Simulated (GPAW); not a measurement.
Ru, 2 atoms in the cell. The structure is hexagonal, space group P6_3/mmc (No. 194). Conventional cell: a = 2.706 Å, b = 2.706 Å, c = 4.282 Å, α = 90.00°, β = 90.00°, γ = 120.00°. Ru (site symmetry -6m2) is surrounded by 12 Ru at 2.65 to 2.71 Å. 

```yaml
Program: GPAW 26.7.0
Task: band structure
Functional: AM05
Potentials_or_basis: PAW data sets generated in the run's folder for this functional
Cutoff: 600 eV
Basis: pw
k_mesh: 8 × 8 × 5
Occupations: fermi-dirac, width 0.05 eV
Spin: spin-orbit coupling, no magnetisation
Maxiter: 150
Band_path: GMKGALHA,LM,KH
Band_points: 60
spin_axis_theta_degrees: 54.7
spin_axis_phi_degrees: 45
Soc_after_scf: second variation
```

Potentials or basis: PAW data sets generated in the run's folder for this functional, pw.

Launch:

```console
$ gpaw-setup -f AM05 Ru
$ OMP_NUM_THREADS=1 python run.py
```

Hardware: 1 thread of AMD EPYC 7B13 (Zen 3), with other jobs on the host.

Q: Estimate the wall time of this run.

A: Run time: 25 s on 1 thread of AMD EPYC 7B13 (Zen 3), with other jobs on the host, peak memory 0.26 GiB. Counts: scf iterations 13, plane waves 929, bands 29, k points 40.
